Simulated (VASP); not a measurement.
Runs of VASP 6.6.1 on As. It takes space group R-3m (No. 166, trigonal). The conventional cell has a = 3.762 Å, b = 3.762 Å, c = 10.542 Å, α = 90.00°, β = 90.00°, γ = 120.00°. As (site symmetry 3m) has 3 As at 2.51 Å as nearest neighbours. 

```csv
task,level,potentials or basis,spin,cell,k mesh,cutoff (eV),smearing,grid for exact exchange (PRECFOCK),exchange at q = 0,atoms held fixed (from 0),gap on the mesh (eV),pressure (GPa),largest force (eV/Å)
single point,TPSSh+D3(BJ),"VASP PAW PBE potentials, release 54 (As)",off,as given,5 × 5 × 5,520,fermi-dirac 0.05 eV,Normal,default,-,0.30,(b),0.10
core levels,PBEsol+D4,"VASP PAW PBE potentials, release 64 (As)","collinear, zero start",cell strained at random at fixed volume,9 × 9 × 9,520,gaussian 0.05 eV,-,-,-,none,-0.8,0.41
relaxation of the atoms,r2SCAN+D4,"VASP PAW PBE potentials, release 64 (As_GW)",off,"atoms relaxed from: atoms moved at random, drawn with an rms of 0.02 Å",9 × 9 × 9,550,gaussian 0.01 eV,-,-,[0],none,0.4,-
optical spectrum,BLYP+D4,"VASP PAW PBE potentials, release 64 (As)","SOC, no magnetisation",as given,7 × 7 × 7,520,gaussian 0.1 eV,-,-,-,-,(a),0.47
```

Problem. Estimate the missing entries.

Solution. (a) 3.1; (b) -3.0.

Caveats: the PAW data sets were made with another functional, which shifts forces and pressure a little; pairwise dispersion overbinds metals, which lowers pressure and volume (some runs); an odd mesh through Γ misses points on the zone boundary, where band edges often lie (some runs); spectra need much finer meshes, so this one isn't converged (some runs); these spectra lack excitons (some runs).

A k mesh can miss the band edges, and rows without SOC leave out spin-orbit coupling on As.

A gap of «none» marks a metal or a gap under the smearing width.
